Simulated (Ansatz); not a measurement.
# Hf2S: the cost of one run

Method: DFT r2SCAN, scalar-relativistic, plane waves, PAW, in Ansatz 0.2.0.

2 further runs of the same task are left out: 2 set aside as unsound or not needed.

## (1) The system as given

It takes space group P6_3/mmc (No. 194, hexagonal). The conventional cell has a = 3.381 Å, b = 3.381 Å, c = 11.741 Å, α = 90.00°, β = 90.00°, γ = 120.00°. Hf (site symmetry 3m) has 3 S at 2.63 Å as nearest neighbours. S (site symmetry -6m2) is surrounded by 6 Hf at 2.63 Å.

As a file:

```xyz
6
Lattice="3.3814 0.0000 0.0000 -1.6907 2.9284 0.0000 0.0000 0.0000 11.7410" Properties=species:S:1:pos:R:3 pbc="T T T"
Hf    1.6907    0.9761   10.5637
Hf    0.0000    1.9523    4.6932
Hf    1.6907    0.9761    7.0477
Hf    0.0000    1.9523    1.1773
S     0.0000    0.0000    8.8057
S     0.0000    0.0000    2.9352
```

It goes back to an entry of the Materials Project, which need not be the stable form.

This cell was relaxed beforehand with the same method: volume 19.38 Å³/atom, gap on the mesh none (metal).

The unstrained cell comes from an earlier run at this level (6 atoms, E(σ→0) -64750.8942 eV, gap none (metal)).

## (2) Strain -1.5 %

File input.yaml:

```yaml
crystal:
  lattice:
    - [3.3307079145, 0.0, 0.0]
    - [-1.6653539572, 2.8844776665, 0.0]
    - [0.0, 0.0, 11.8466194249]
  atoms:
    - { symbol: Hf, position: [0.6666666667, 0.3333333333, 0.8997311472] }
    - { symbol: Hf, position: [0.3333333333, 0.6666666667, 0.3997311472] }
    - { symbol: Hf, position: [0.6666666667, 0.3333333333, 0.6002688528] }
    - { symbol: Hf, position: [0.3333333333, 0.6666666667, 0.1002688528] }
    - { symbol: S, position: [0.0, 0.0, 0.75] }
    - { symbol: S, position: [0.0, 0.0, 0.25] }
basis:
  ecutwfc: 500
kpoints:
  mp_grid: { grid: [12, 12, 4] }
hamiltonian:
  xc: r2scan
scf:
  occupations: { method: gaussian, width: 0.1 }
output:
  forces: true
  stress: true
  eigenvalues: true
relax:
  adjacent_minimum: "off"
  f_tol: 0.008
  max_steps: 40
  cell: { stress_tol: 0.015, fix: [a, b, gamma] }
```

The run is started by

```
ansatz run input.yaml --threads 1 --pin off --max-ram 2560MiB --backend cpu --events-out ev --progress --plain --runs-dir out
```

**Question.** How long does this run take on 1 thread of AMD EPYC 7R43 (Zen 3), shared host, and how much memory does it need?

About 3.7 min, with a peak of 0.94 GiB.
